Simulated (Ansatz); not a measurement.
Here is an unrelaxed guess for SiC.

```
Si C
1.0
     1.58628    0.00000    0.00000
    -0.79314    1.37376    0.00000
     0.00000    0.00000   12.85355
Si C
1 1
Direct
  0.66667 0.33333 0.00000
  0.33333 0.66667 0.00000
```

Level of theory: DFT PBE, scalar-relativistic, plane waves, PAW in Ansatz. Settings: cutoff 420 eV, Γ-centred mesh 12×12×2 on the computed 2-atom cell, Gaussian smearing of 0.10 eV; no spin polarisation.

Formation energies are uncorrected and refer to the elements' standard structures at the same level.

Question: How far from equilibrium is it?

Answer: The pressure is 1061.9 GPa (the mean over three directions, positive in compression), the largest force is 0.00 eV/Å (symmetry fixes the atoms), and the energy is +70.72 eV/atom against the elements. The shortest distance is 0.92 Å.

Question: How much does it gain on relaxing, and where does it end?

Answer: Relaxing gains about 70.4 eV/atom in 39 ionic steps and ends at +0.299 eV/atom on the finer mesh. The symmetry stays P-6m2 (No. 187). The volume per atom grows by 65.6 %, from 14.0 to 23.2 Å³. The shortest distance goes from 0.92 Å (Si–C) to 1.79 Å (Si–C). The ratio c/a of the conventional cell changes by a factor of 0.22. Conventional cell: a = 3.097 Å, c = 5.585 Å. Si is surrounded by 3 C at 1.79 Å; around C lie 3 Si at 1.79 Å.

The last run used a 12×12×6 mesh (in the run's order of axes) for its 2-atom cell and Gaussian smearing of 0.02 eV. Weakly bound directions are ill-defined at this level, which has no dispersion term. The reference form of C is held partly by dispersion forces, which this level lacks. The relaxation can't lower the symmetry of the start. Symmetry constrained the relaxation, so the result can be a saddle point.
